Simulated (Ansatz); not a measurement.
Here is an unrelaxed guess for Be₄C.

```yaml
crystal:
  lattice:
    - [-2.09193, 2.09193, 2.60517]
    - [2.09193, -2.09193, 2.60517]
    - [2.09193, 2.09193, -2.60517]
  atoms:
    - { symbol: Be, position: [0.59809, 0.20228, 0.10565] }
    - { symbol: Be, position: [0.09663, 0.49244, 0.89435] }
    - { symbol: Be, position: [0.20228, 0.09663, 0.60419] }
    - { symbol: Be, position: [0.49244, 0.59809, 0.39581] }
    - { symbol: C, position: [0.90184, 0.90184, 0.00000] }
```

The calculation used DFT PBE, scalar-relativistic, plane waves, PAW (Ansatz 0.2.0). Settings: cutoff 420 eV, Γ-centred mesh 6×6×6 on the computed 5-atom cell, Gaussian smearing of 0.10 eV; no spin polarisation.

Formation energies are uncorrected and refer to the elements' standard structures at the same level.

Question: Estimate its pressure, forces and energy as it stands.

Answer: The pressure is 10.3 GPa (the mean over three directions, positive in compression), the largest force is 6.78 eV/Å, and the energy is +1.40 eV/atom against the elements. The shortest distance is 1.71 Å.

Question: How much does it gain on relaxing, and where does it end?

Answer: Relaxing gains about 1.1 eV/atom (the start's value is from the coarse mesh, so the gain is rough) in 18 ionic steps and ends at +0.34 eV/atom on the finer mesh. The symmetry goes from I4 (No. 79) to I422 (No. 97). The volume per atom shrinks by 18.3 %, from 9.1 to 7.5 Å³. The shortest distance goes from 1.71 Å (Be–Be) to 1.90 Å (Be–C). Conventional cell: a = 4.438 Å, c = 3.782 Å. Be has 2 C at 1.90 Å, 3 Be at 2.11–2.15 Å and 8 Be at 2.34–2.41 Å; C is surrounded by 8 Be at 1.90 Å.

The last run used a 14×14×14 mesh for its 5-atom cell and Gaussian smearing of 0.10 eV. The reference form of C is held partly by dispersion forces, which this level lacks. The relaxation can't lower the symmetry of the start. A structure relaxed within its symmetry needn't be a true minimum.
